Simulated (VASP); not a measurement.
Write the native input for VASP 6.6.1 that does the following.

```
Task                   : relaxation of cell and atoms
Functional             : PBEsol
Dispersion             : D3(BJ)
Potentials or basis    : VASP PAW PBE potentials, release 64 (As)
Cutoff                 : 250 eV
k mesh                 : 10 × 10 × 8
Occupations            : gaussian, width 0.02 eV
Spin                   : no spin polarisation
Further INCAR settings : ALGO = Fast; EDIFF = 1e-07; IBRION = 2; EDIFFG = -0.002; NSW = 80; ISIF = 3
```

The structure of As lies in POSCAR:

```
As
1.0
    1.8250000000     -5.5000000000      0.0000000000
    1.8250000000      5.5000000000      0.0000000000
    0.0000000000      0.0000000000      4.4700000000
As
4
Direct
    0.1100000000      0.8900000000      0.0600000000
    0.6100000000      0.3900000000      0.4400000000
    0.8900000000      0.1100000000      0.9400000000
    0.3900000000      0.6100000000      0.5600000000
```

This isn't the form of As at room conditions, which is rhombohedral.

The input as run:

INCAR

```
PREC     = Accurate       # precision mode
ENCUT    = 250            # plane-wave cutoff, eV
EDIFF    = 1E-7           # SCF threshold, eV
ISMEAR   = 0              # smearing method
SIGMA    = 0.02           # smearing width, eV
LREAL    = False          # projectors in reciprocal space
LASPH    = True           # aspherical terms in the spheres
NELM     = 80             # most SCF steps
ALGO     = Fast           # electronic algorithm
ISIF     = 3              # what is computed and relaxed
LWAVE    = False          # write WAVECAR
LCHARG   = False          # write CHGCAR
GGA      = PS             # functional
IVDW     = 12             # dispersion correction
IBRION   = 2              # ionic algorithm
NSW      = 80             # ionic steps
EDIFFG   = -0.002         # ionic threshold
```

KPOINTS

```
Automatic mesh
0
Gamma
  10 10 8
```

Potentials or basis: VASP PAW PBE potentials, release 64 (As).

Command:

```sh
$ cat potpaw_PBE.64/As/POTCAR > POTCAR
$ mpirun -np 1 vasp_std > vasp.out
```

It gave:

```yaml
Relaxed_volume: 20.15 Å³/atom
Relaxed_cell: a = 5.601 Å, b = 5.601 Å, c = 4.095 Å, α = 90.00°, β = 90.00°, γ = 141.13°
Space_group_after_relaxing_to_0.05_Å: Cmce (No. 64)
Energy_gained_by_relaxing: 32.7 meV/atom
Ionic_steps: 19
Pressure_after_relaxing: 0.0 GPa
Band_gap_on_the_k_mesh: none (metal or under the smearing width)
Dispersion_energy_per_atom: -0.392 eV
```

Caveat: the cutoff is under 1.25 times the usual one of these potentials, so pressure, stress and relaxed cells hold a basis-set (Pulay) error; the PAW data sets were made with another functional, which shifts forces and pressure a little; the volume moved by -10 % from the deposited cell, more than functionals usually miss; pairwise dispersion overbinds metals, which lowers pressure and volume.

Wall time 7.4 min on 1 thread of Intel(R) Xeon(R) Platinum 8488C (Sapphire Rapids) (shared host), peak memory 0.21 GiB.
